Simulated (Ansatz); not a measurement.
Crystal: TiC.

```xyz
2
Lattice="0.0000 2.1657 2.1657 2.1657 0.0000 2.1657 2.1657 2.1657 0.0000" Properties=species:S:1:pos:R:3 pbc="T T T"
Ti    0.0000    0.0000    0.0000
C     2.1657    2.1657    2.1657
```

The cell is a database's computed one.

- Program: Ansatz 0.2.0
- Task: relaxation of cell and atoms
- Functional: PBEsol
- Potentials or basis: all-electron LAPW, scalar-relativistic
- Basis error allowed: 0.001 eV/atom
- k mesh: 11 × 11 × 11
- Occupations: fermi-dirac, width 0.05 eV
- Spin: no spin polarisation

At the start: volume 10.16 Å³/atom.

Task: Where does the relaxation end?

Result: Over 4 steps the energy falls by 5.7 meV/atom and the volume is 9.89 Å³/atom (-2.6 %); space group Fm-3m (No. 225, to 0.05 Å).

The path:
```
step  energy change (eV)  largest force (eV/Å)  volume (Å³)
   1              0.0000                0.0000        20.32
   2             -0.0113                0.0000        19.84
   3             -0.0115                0.0000        19.78
   4             -0.0115                0.0000        19.78
```

Final structure:
```
Ti C
1.0
     0.00000    2.14656    2.14656
     2.14656    0.00000    2.14656
     2.14656    2.14656    0.00000
Ti C
1 1
Direct
  0.00000 0.00000 0.00000
  0.50000 0.50000 0.50000
```
